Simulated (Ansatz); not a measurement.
# HC18: the cost of one run

Method: DFT PBE+D3(BJ), plane waves, PAW, scalar-relativistic, collinear spin, in Ansatz 0.2.0.

## (1) The starting structure

The cell holds 19 atoms (C18H): a = 7.398 Å, b = 7.398 Å, c = 13.000 Å, α = 90.00°, β = 90.00°, γ = 120.00°.

Structure file:

```
CELL_PARAMETERS angstrom
7.39800 0.00000 0.00000
-3.69900 6.40686 0.00000
0.00000 0.00000 13.00000
ATOMIC_POSITIONS crystal
C 0.00000 0.00000 0.07692
C 0.22222 0.11111 0.07692
C 0.00000 0.33333 0.07692
C 0.22222 0.44444 0.07692
C 0.00000 0.66667 0.07692
C 0.22222 0.77778 0.07692
C 0.33333 0.00000 0.07692
C 0.55556 0.11111 0.07692
C 0.33333 0.33333 0.07692
C 0.55556 0.44444 0.07692
C 0.33333 0.66667 0.07692
C 0.55556 0.77778 0.07692
C 0.66667 0.00000 0.07692
C 0.88889 0.11111 0.07692
C 0.66667 0.33333 0.07692
C 0.88889 0.44444 0.07692
C 0.66667 0.66667 0.07692
C 0.88889 0.77778 0.07692
H 0.35799 0.07586 0.15231
```

## (2) End point A

Input file input.yaml:

```yaml
crystal:
  lattice:
    - [7.398, 0.0, 0.0]
    - [-3.699, 6.406856, 0.0]
    - [0.0, 0.0, 13.0]
  atoms:
    - { symbol: C, position: [0.0, 0.0, 0.0769231] }
    - { symbol: C, position: [0.2222222, 0.1111111, 0.0769231] }
    - { symbol: C, position: [0.0, 0.3333333, 0.0769231] }
    - { symbol: C, position: [0.2222222, 0.4444444, 0.0769231] }
    - { symbol: C, position: [0.0, 0.6666667, 0.0769231] }
    - { symbol: C, position: [0.2222222, 0.7777778, 0.0769231] }
    - { symbol: C, position: [0.3333333, 0.0, 0.0769231] }
    - { symbol: C, position: [0.5555556, 0.1111111, 0.0769231] }
    - { symbol: C, position: [0.3333333, 0.3333333, 0.0769231] }
    - { symbol: C, position: [0.5555556, 0.4444444, 0.0769231] }
    - { symbol: C, position: [0.3333333, 0.6666667, 0.0769231] }
    - { symbol: C, position: [0.5555556, 0.7777778, 0.0769231] }
    - { symbol: C, position: [0.6666667, 0.0, 0.0769231] }
    - { symbol: C, position: [0.8888889, 0.1111111, 0.0769231] }
    - { symbol: C, position: [0.6666667, 0.3333333, 0.0769231] }
    - { symbol: C, position: [0.8888889, 0.4444444, 0.0769231] }
    - { symbol: C, position: [0.6666667, 0.6666667, 0.0769231] }
    - { symbol: C, position: [0.8888889, 0.7777778, 0.0769231] }
    - { symbol: H, position: [0.3579929, 0.0758584, 0.1523077], spin: 1.0 }
magnetization:
  spin_polarized: true
basis:
  ecutwfc: 420.0
kpoints:
  mp_grid: { grid: [2, 2, 1] }
hamiltonian:
  xc: pbe
  dispersion: d3bj
scf:
  occupations: { method: gaussian, width: 0.02 }
  lower_state_search: "off"
relax:
  f_tol: 0.03
  max_steps: 60
  adjacent_minimum: "off"
output:
  write_density: true
  write_potential: true
  elf: true
  volumetric_format: npy
```

On the command line:

```console
$ ansatz run input.yaml --threads 2 --pin off --max-ram 5120MiB --backend cpu --events-out ev --progress --plain --runs-dir out
```

What time and memory should one allow on 2 threads of AMD EPYC 7B13 (Zen 3), shared host?

About 86 s, with a peak of 1 GiB.
